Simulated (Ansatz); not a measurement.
Wanted: the native input for an Ansatz 0.2.0 run.

- Task: electron localisation function
- Functional: BPBE
- Dispersion: D4
- Potentials or basis: Ansatz PAW
- Cutoff: 420 eV (not typed: the program's choice for these potentials)
- k mesh: 8 × 8 × 8
- Occupations: fermi-dirac, width 0.15 eV
- Spin: no spin polarisation

CdS (Hawleyite):

```
Cd S
1.0
     0.00000    2.91650    2.91650
     2.91650    0.00000    2.91650
     2.91650    2.91650    0.00000
Cd S
1 1
Cartesian
  0.0000 0.0000 0.0000
  1.4583 1.4583 1.4583
```

The input as run:

input.yaml

```yaml
crystal:
  lattice: { a: 5.833, b: 5.833, c: 5.833, alpha: 90.0, beta: 90.0, gamma: 90.0 }
  space_group: 216
  reduce_to_primitive: true
  atoms:
    - { symbol: Cd, wyckoff: "4a", position: [0.0, 0.0, 0.0] }
    - { symbol: S, wyckoff: "4c", position: [0.25, 0.25, 0.25] }
hamiltonian:
  xc: { exchange: b88, correlation: pbe }
  pseudopotentials: { kind: paw }
  dispersion: d4
kpoints:
  mp_grid: { grid: [8, 8, 8] }
scf:
  occupations: { method: fermi_dirac, width: 0.15 }
output:
  forces: true
  stress: true
  eigenvalues: true
  write_density: true
  write_potential: true
  elf: true
  volumetric_format: npy
```

Potentials or basis: Ansatz PAW.

Command:

```console
$ ansatz run input.yaml --threads 1 --pin off --max-ram 2560MiB --backend cpu --events-out ev --progress --plain --runs-dir out
```

Results of the run:

```yaml
Pressure: -1.6 GPa
Band_gap_on_the_k_mesh: 1.15 eV, direct
```

Caveat: the PAW data sets come from PBE, with cores solved anew for the run's functional, which leaves a small shift of forces and pressure; the dispersion damping was fitted for another functional or another form of the correction.

Wall time 3.3 s on 1 thread of Arm Neoverse V1 (shared host), peak memory 0.31 GiB.
